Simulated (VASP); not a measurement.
A VASP 6.6.1 single-point calculation on AlN

INCAR

```
ISMEAR = -1
LREAL = .FALSE.
LWAVE = .FALSE.
NSW = 0
NBANDS = 16
ISIF = 2
GGA = PE
MAGMOM = 1.0 1.0 1.0
IBRION = -1
PREC = Accurate
ENCUT = 520
LASPH = .TRUE.
ISPIN = 2
LCHARG = .FALSE.
EDIFF = 1E-7
NELM = 97
SIGMA = 0.02
```

KPOINTS

```
KPOINTS created by Atomic Simulation Environment
0
Gamma
12 12 6
0 0 0
```

POSCAR

```
Al N
 1.0000000000000000
     3.1066937601931870    0.0000000000000000    0.0000000000000000
    -1.5533468800965935    2.6904757181059007    0.0000000000000000
     0.0000000000000000    0.0000000000000000    5.0283774674000004
 Al  N
   2   2
Cartesian
  0.0000000000000001  1.7936504787372671 -0.0121858867581910
  1.5533468800965935  0.8968252393686336  2.5020028469418096
  0.0000000000000001  1.7936504787372671  1.8978274370331916
  1.5533468800965935  0.8968252393686336  4.4120161707331924
```

The recommended PBE PAW datasets give the neutral cell 16 valence electrons.

Command

```
mpirun -np 1 vasp_std
```

Standard output (part)

```
POSCAR found type information on POSCAR AlN
 POSCAR found :  2 types and       4 ions
|     EEEEEEE  RRRRRR   RRRRRR   OOOOOOO  RRRRRR      ###     ###     ###     |
|     E        R     R  R     R  O     O  R     R     ###     ###     ###     |
|     E        R     R  R     R  O     O  R     R     ###     ###     ###     |
|     EEEEE    RRRRRR   RRRRRR   O     O  RRRRRR       #       #       #      |
|     E        R    R   R    R   O     O  R    R      ###     ###     ###     |
|     EEEEEEE  R     R  R     R  OOOOOOO  R     R     ###     ###     ###     |
|     ERROR: You have set 3 value(s) for MAGMOM; however for                  |
|     spin-polarized calculations (ISPIN=2), MAGMOM has to be a list of       |
|     NIONS values. NIONS=4 in your calculation.                              |
|       ---->  I REFUSE TO CONTINUE WITH THIS SICK JOB ... BYE!!! <----       |
```

VASP stopped before the first electronic step.

Question: Why shouldn't this run be trusted?

Answer: Too few starting moments. VASP stopped before the first electronic step.
